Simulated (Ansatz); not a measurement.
A 2-atom cell of NaH started from a crystallographic database with hydrogen sites as listed, relaxed with r2SCAN, was run in the plane-wave code Ansatz under altered settings. All numbers are computed, without spin polarisation but where a row says otherwise.

```yaml
crystal:
  lattice:
    - [0.00000, 2.39751, 2.39751]
    - [2.39751, 0.00000, 2.39751]
    - [2.39751, 2.39751, 0.00000]
  atoms:
    - { symbol: Na, position: [0.00000, 0.00000, 0.00000] }
    - { symbol: H, position: [0.50000, 0.50000, 0.50000] }
```

The base run's other keys:
```yaml
kpoints:
  mp_grid: { grid: [6, 6, 6] }
hamiltonian:
  xc: pbe
scf:
  occupations: { method: fixed }
  n_extra_bands: 4
```

It takes 6 iterations with 537 plane waves at 420 eV and 16 k points, and leaves a mean stress of +0.56 GPa. The gap over this mesh is 3.849 eV. It ran on 4 threads of Arm Neoverse N1, with other jobs on the host.

Outcomes, with energy and stress as changes against the base:

| setting | outcome | ΔF (meV/atom) | Δ mean stress (GPa) | gap on the mesh (eV) | iterations | wall time |
| --- | --- | --- | --- | --- | --- | --- |
| kpoints.mp_grid.grid: [3, 3, 3] | converged | -7.4 | -0.07 | 5.934 | 6 | 0.41 s |
| scf.occupations: gaussian 0.2 | converged | 0.0 | 0.00 | 3.849 | 6 | 0.48 s |
| scf.occupations: cold 0.2 | converged | 0.0 | 0.00 | 3.849 | 6 | 0.48 s |
| accuracy: low | converged | 0.0 | 0.00 | 3.849 | 6 | 0.48 s |
| scf.n_extra_bands: 1 | converged | 0.0 | 0.00 | 3.849 | 7 | 0.47 s |
| scf.occupations: gaussian 0.5 | converged | 0.0 | 0.00 | 3.849 | 6 | 0.5 s |
| hamiltonian.xc: lda | converged | – | -2.17 | 3.495 | 6 | 0.45 s |
| scf.occupations: cold 0.5 | converged | 0.0 | 0.00 | 3.849 | 6 | 0.47 s |
| basis.ecutwfc: 600 | converged | -1.1 | 0.00 | 3.849 | 6 | 0.53 s |
| scf.mixing.preconditioner: kerker | converged | 0.0 | 0.00 | 3.849 | 6 | 0.49 s |
| basis.ecutwfc: 900 | converged | -1.2 | 0.00 | 3.849 | 6 | 0.8 s |
| basis.ecutrho_ratio: 8 | converged | 0.0 | 0.00 | 3.848 | 6 | 0.55 s |
| scf.mixing.preconditioner: none | converged | 0.0 | 0.00 | 3.849 | 6 | 0.5 s |
| basis.ecutrho_ratio: 2 | converged, warned | -1.0 | +0.09 | 3.847 | 6 | 0.52 s |

A dash marks a value that wasn't obtained or can't be compared. Stress is positive in compression. The base took 0.47 s.

- kpoints.mp_grid.grid: [3, 3, 3]. The free energy moves by -7.4 meV an atom, the mean stress by -0.07 GPa and the gap on the mesh by +2.086 eV (to 5.934). The gap changes mostly because other points are sampled; a mesh that misses a band edge overestimates it. The mesh is too coarse.
- hamiltonian.xc: lda. The mean stress moves by -2.17 GPa and the gap on the mesh by -0.353 eV (to 3.495). It's another functional on the same cell, so totals aren't comparable.
- basis.ecutwfc: 900. 1687 plane waves in place of 537. The free energy moves by -1.2 meV an atom, the mean stress by 0.00 GPa and the gap on the mesh by +0.001 eV (to 3.849). The base cutoff was converged to that degree.
- basis.ecutrho_ratio: 2. The free energy moves by -1.0 meV an atom, the mean stress by +0.09 GPa and the gap on the mesh by -0.002 eV (to 3.847). A density grid this coarse aliases the density, so the change is an error. Warned: cutoff below recommended.

Within 1 meV an atom, 0.1 GPa and 0.005 eV of the base stay: scf.occupations: gaussian 0.2; scf.occupations: cold 0.2; accuracy: low; scf.n_extra_bands: 1; scf.occupations: gaussian 0.5; scf.occupations: cold 0.5; scf.mixing.preconditioner: kerker; basis.ecutrho_ratio: 8; scf.mixing.preconditioner: none.
